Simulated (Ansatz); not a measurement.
## TiC: what symmetry allows forces and stress to be

```yaml
crystal:
  lattice:
    - [0.00000, 2.16400, 2.16400]
    - [2.16400, 0.00000, 2.16400]
    - [2.16400, 2.16400, 0.00000]
  atoms:
    - { symbol: Ti, position: [0.01040, 0.01040, 0.98960] }
    - { symbol: C, position: [0.50000, 0.50000, 0.50000] }
```

Computed with DFT PBEsol, scalar-relativistic, plane waves, PAW in Ansatz 0.2.0.

Cutoff 420 eV; k points 14×14×14 on the computed 2-atom cell (Γ-centred); Gaussian smearing, width 0.10 eV; no spin polarisation.

This distorted cell has space group I4mm, with 8 operations.

Without a calculation: in which directions can each atom feel a force?

A force must be left unchanged by every operation that keeps its atom in place, so it lies in the space that those operations leave fixed. Atoms that the group maps onto each other feel forces of one size.
```json
{"atom": "Ti1", "site symmetry": "4mm", "operations at the site": "8", "equivalent to atom": "1", "allowed force (Cartesian)": "along (0.00, 0.00, 1.00)"}
{"atom": "C2", "site symmetry": "4mm", "operations at the site": "8", "equivalent to atom": "2", "allowed force (Cartesian)": "along (0.00, 0.00, 1.00)"}
```

That leaves 2 independent force components of 6, tied by 1 condition that the forces sum to zero, so 1 remains. A relaxation in this cell that keeps the symmetry moves the atoms in these directions alone.

And the stress tensor?

It must be invariant under the point group, which leaves 2 independent components: yz, xz, xy vanish; xx = yy.

Do the computed values obey this?

Yes. Forces (eV/Å):
```
Ti1  0.000  0.000 -0.422
C2   0.000  0.000  0.422
```

Stress (GPa, compression positive, xx yy zz yz xz xy): -6.11 -6.11 -5.58 0.00 0.00 0.00. The program imposes the same operations on density, forces and stress, so this confirms the analysis and is no independent test of the calculation.